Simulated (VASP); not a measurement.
# Cs (C2/m) in VASP: a series of runs

The runs below take Cs through single point, with PBEsol.

Everything below comes from runs of VASP 6.6.1. Logs are shortened: lines on timing, memory, paths and dates and some standing lists are left out, and cuts for length are marked.

## 1. The crystal as given

The structure is monoclinic, space group C2/m (No. 12). Conventional cell: a = 6.038 Å, b = 8.676 Å, c = 5.110 Å, α = 90.00°, β = 120.26°, γ = 90.00°.

This isn't the form of Cs at room conditions, which is bcc.

## 2. Single point, PBEsol

Input file INCAR:

```
ADDGRID = False
ALGO = Normal
EDIFF = 1E-6
ENCUT = 600
GGA = PS
ISIF = 2
ISMEAR = 1
LASPH = True
LCHARG = False
LREAL = False
LWAVE = False
NELM = 100
PREC = Accurate
SIGMA = 0.1
```

Input file KPOINTS:

```
k-points
0
Gamma
  8 8 8
```

Input file POSCAR:

```
Cs
1.0
    3.0286440000     -4.4025590000     -0.0553060000
    2.9811710000      4.3695220000      0.0984760000
   -2.5313490000      0.0923220000      4.3694900000
Cs
1
Direct
   -0.0054440000      0.0010830000      0.4979030000
```

Potentials or basis: VASP PAW PBE potentials, release 64 (Cs_sv).

Command:

```sh
$ cat potpaw_PBE.64/Cs_sv/POTCAR > POTCAR
$ mpirun -np 1 vasp_std > vasp.out
```

OUTCAR:

```text
EDIFF = 1E-6
   ENCUT = 600
   GGA = PS
   ISIF = 2
   ISMEAR = 1
   LASPH = True
   LREAL = False
   NELM = 100
   PREC = Accurate

 Found    260 irreducible k-points:

 Following reciprocal coordinates:
            Coordinates               Weight
  0.000000  0.000000  0.000000      1.000000
  0.125000 -0.000000 -0.000000      2.000000
  0.250000 -0.000000 -0.000000      2.000000
  0.375000 -0.000000  0.000000      2.000000
  0.500000 -0.000000 -0.000000      1.000000
 -0.000000  0.125000 -0.000000      2.000000
   k-points           NKPTS =    260   k-points in BZ     NKDIM =    260   number of bands    NBANDS=      8
   number of dos      NEDOS =    301   number of ions     NIONS =      1
   total plane-waves  NPLWV =  80640
   dimension x,y,z NGX =    48 NGY =   42 NGZ =   40
   dimension x,y,z NGXF=    96 NGYF=   84 NGZF=   80
   ions per type =               1
   NGX,Y,Z   is equivalent  to a cutoff of  14.93, 13.20, 13.17 a.u.
   NGXF,Y,Z  is equivalent  to a cutoff of  29.86, 26.40, 26.33 a.u.
 SYSTEM =  unknown system
   PREC   = accura    normal or accurate (medium, high low for compatibility)
   ISTART =      0    job   : 0-new  1-cont  2-samecut
   ICHARG =      2    charge: 1-file 2-atom 10-const
   ISPIN  =      1    spin polarized calculation?
   LNONCOLLINEAR =      F non collinear calculations
   LSORBIT =      F    spin-orbit coupling
   LASPH  =      T    aspherical Exc in radial PAW
   ENCUT  =  600.0 eV  44.10 Ry    6.64 a.u.  10.67 10.57 10.09*2*pi/ulx,y,z
   NELM   =    100;   NELMIN=  2; NELMDL= -5     # of ELM steps
   EDIFF  = 0.1E-05   stopping-criterion for ELM
   LREAL  =      F    real-space projection
   EDIFFG = 0.1E-04   stopping-criterion for IOM
   NSW    =      0    number of steps for IOM
   IBRION =     -1    ionic relax: 0-MD 1-quasi-New 2-CG
   NFREE  =      0    steps in history (QN), initial steepest desc. (CG)
   ISIF   =      2    stress and relaxation
   ISYM   =      2    0-nonsym 1-usesym 2-fastsym
   POTIM  = 0.5000    time-step for ionic-motion
   TEBEG  =    0.0;   TEEND  =   0.0 temperature during run
   PSTRESS=    0.0 pullay stress
   NELECT =       9.0000    total number of electrons
   NUPDOWN=      -1.0000    fix difference up-down
   EMIN   =  10.00;   EMAX   =-10.00  energy-range for DOS
   EFERMI =   0.00;   METHOD = LEGACY
   ISMEAR =     1;   SIGMA  =   0.10  broadening in eV -4-tet -1-fermi 0-gaus
   EFERMI_NEDOS =   21; number of points for ismear=-14 and -15
   IALGO  =     38    algorithm
   IMIX   =      4    mixing-type and parameters
     AMIX     =   0.40;   BMIX     =  1.00
     AMIX_MAG =   1.60;   BMIX_MAG =  1.00
  volume/ion in A,a.u.               =     115.62       780.22
  Fermi-wavevector in a.u.,A,eV,Ry     =   0.699009  1.320935  6.647991  0.488614
  Thomas-Fermi vector in A             =   1.782770
   LORBIT       =      0    0 simple, 1 ext, 2 COOP (PROOUT), +10 PAW based schemes
   GGA     = PS    functional components
   LHFCALC =     F    Hartree Fock is set to
   AEXX    =    0.0000 exact exchange contribution
   IVDW    =     0    specifies the selected vdW correction
   LEPSILON=     F    determine dielectric tensor
   LRPA    =     F    only Hartree local field effects (RPA)
 non-spin polarized calculation
 Methfessel and Paxton  Order N= 1 SIGMA  =   0.10
  energy-cutoff  :      600.00
  volume of cell :      115.62
 maximum number of plane-waves:      3876
 NGX is ok and might be reduce to    48
   NGX = 21   NGY = 21   NGZ = 21

 number of electron       9.0000000 magnetization

 Free energy of the ion-electron system (eV)
  ---------------------------------------------------
  ext. energy  EPLUGINS =         0.00000000
  ---------------------------------------------------
  free energy    TOTEN  =        -0.93139848 eV

  energy without entropy =       -0.93119676  energy(sigma->0) =       -0.93133124

 E-fermi :   0.3698     XC(G=0):  -5.4616

 val. band max:        0.3697557241   @ k =   0.5000   0.3750   0.1250
 cond. band min:       0.3758814848   @ k =   0.5000   0.5000  -0.0000
 fundamental gap:      0.0061257608
 Fermi energy:         0.3698465393

 k-point     1 :       0.0000    0.0000    0.0000
  band No.  band energies     occupation
      1     -23.4974      2.00000
      2     -10.2264      2.00000
      3     -10.2177      2.00000
      4     -10.2005      2.00000
      5      -1.3149      2.00000
      6       2.5616      0.00000
      7       2.7987      0.00000
      8       3.0536      0.00000

 k-point     2 :       0.1250   -0.0000   -0.0000
  band No.  band energies     occupation
      1     -23.4966      2.00000
      2     -10.2420      2.00000
      3     -10.2233      2.00000
      4     -10.2023      2.00000
      5      -1.1549      2.00000
      6       2.4341      0.00000
      7       2.5686      0.00000
      8       3.1245      0.00000

 k-point     3 :       0.2500   -0.0000   -0.0000
  band No.  band energies     occupation
      1     -23.4949      2.00000
      2     -10.2830      2.00000
      3     -10.2335      2.00000
      4     -10.2053      2.00000
      5      -0.7091      2.00000
      6       1.9849     -0.00000
      7       2.1745     -0.00000
      8       3.5303      0.00000

 k-point     4 :       0.3750   -0.0000    0.0000
  band No.  band energies     occupation
      1     -23.4932      2.00000
      2     -10.3236      2.00000
      3     -10.2437      2.00000
      4     -10.2077      2.00000
      5      -0.0955      2.00000
      6       1.4390     -0.00000
      7       1.9561     -0.00000
      8       4.0509      0.00000

 k-point     5 :       0.5000   -0.0000   -0.0000
  band No.  band energies     occupation
      1     -23.4925      2.00000
      2     -10.3402      2.00000
      3     -10.2479      2.00000
      4     -10.2086      2.00000
      5       0.3206      1.73228
      6       1.1108     -0.00000
      7       1.8746     -0.00000
      8       3.9039      0.00000

 k-point     6 :      -0.0000    0.1250   -0.0000
  band No.  band energies     occupation
      1     -23.4966      2.00000
      2     -10.2416      2.00000
      3     -10.2245      2.00000
      4     -10.2016      2.00000
      5      -1.1572      2.00000
      6       2.4527      0.00000
      7       2.5761      0.00000
      8       3.1453      0.00000

 [... further k-points ...]
[... 5 lines left out ...]
  --------------------------------------------------------------------------------------
  -------------------------------------------------------------------------------------
  Total       -0.0773274     -0.0778860     -0.0829794      0.0057028     -0.0017793     -0.0591284
  in kB       -1.0715820     -1.0793232     -1.1499060      0.0790276     -0.0246576     -0.8193843
  external PRESSURE =      -1.1002704 kB  Pullay stress =       0.0000000 kB

 VOLUME and BASIS-vectors are now :
 -----------------------------------------------------------------------------
  energy-cutoff  :      600.00
  volume of cell :      115.62
      direct lattice vectors                 reciprocal lattice vectors
     3.028644000 -4.402559000 -0.055306000     0.165058960 -0.114823640  0.098048647
     2.981171000  4.369522000  0.098476000     0.166342001  0.113250823  0.093973007
    -2.531349000  0.092322000  4.369490000    -0.001659677 -0.004005713  0.227982806

 POSITION                                       TOTAL-FORCE (eV/Angst)
 -----------------------------------------------------------------------------------
      1.75502     -4.32789      2.12068         0.000000      0.000000      0.000000
 -----------------------------------------------------------------------------------
    total drift:                                0.000001     -0.000003     -0.000003

  FREE ENERGIE OF THE ION-ELECTRON SYSTEM (eV)
  ---------------------------------------------------
  free  energy   TOTEN  =        -0.9313984779 eV

  energy  without entropy=       -0.9311967644  energy(sigma->0) =       -0.93133124
```

Wall time 2 min (1 thread of Intel Xeon Platinum 8488C (Sapphire Rapids), shared host); peak memory 0.48 GiB.

These settings aren't checked as converged: the numbers below hold their error.

What came out:

* Free energy: -0.9314 eV
* Pressure: -0.1 GPa
* Band gap on the k mesh: none (metal or under the smearing width)

Caveat: the PAW data sets were made with another functional, which shifts forces and pressure a little.

## 3. Single point, PBEsol

INCAR, as its differences from that of step 2:

```diff
@@ -3,3 +3,3 @@
 EDIFF = 1E-6
-ENCUT = 600
+ENCUT = 250
 GGA = PS
```

Input file KPOINTS:

```
k-points
0
Gamma
  13 13 13
```

Input file POSCAR:

```
Cs
1.0
    3.0190110000     -4.3381320000      0.0000000000
    3.0190110000      4.3381320000      0.0000000000
   -2.5749360000      0.0000000000      4.4138870000
Cs
1
Direct
    0.0000000000      0.0000000000      0.5000000000
```

Potentials or basis: VASP PAW PBE potentials, release 64 (Cs_sv).

Command:

```sh
$ cat potpaw_PBE.64/Cs_sv/POTCAR > POTCAR
$ mpirun -np 1 vasp_std > vasp.out
```

It took 92 s on 1 thread of Intel Xeon Platinum 8488C (Sapphire Rapids), shared host; peak memory 0.29 GiB.

The run converged, but some of its settings lie outside the range that counts as converged, so its numbers aren't taken as properties of the crystal.

What came out:

- Free energy: -0.9355 eV
- Band gap on the k mesh: none (metal or under the smearing width)

Caveat: the cutoff is under 1.25 times the usual one of these potentials, so pressure, stress and relaxed cells hold a basis-set (Pulay) error; the PAW data sets were made with another functional, which shifts forces and pressure a little.

## 4. Single point, PBEsol

INCAR is that of step 3.

KPOINTS is that of step 3.

Input file POSCAR:

```
Cs
1.0
    3.0286440000     -4.4025590000     -0.0553060000
    2.9811710000      4.3695220000      0.0984760000
   -2.5313490000      0.0923220000      4.3694900000
Cs
1
Direct
   -0.0054440000      0.0010830000      0.4979030000
```

Command:

```sh
$ cat potpaw_PBE.64/Cs_sv/POTCAR > POTCAR
$ mpirun -np 1 vasp_std > vasp.out
```

Wall time 2.9 min (1 thread of Intel Xeon Platinum 8488C (Sapphire Rapids), shared host); peak memory 0.43 GiB.

These settings aren't checked as converged: the numbers below hold their error.

What came out:

* Free energy: -0.9339 eV
* Band gap on the k mesh: none (metal or under the smearing width)

Caveat: the cutoff is under 1.25 times the usual one of these potentials, so pressure, stress and relaxed cells hold a basis-set (Pulay) error; the PAW data sets were made with another functional, which shifts forces and pressure a little.
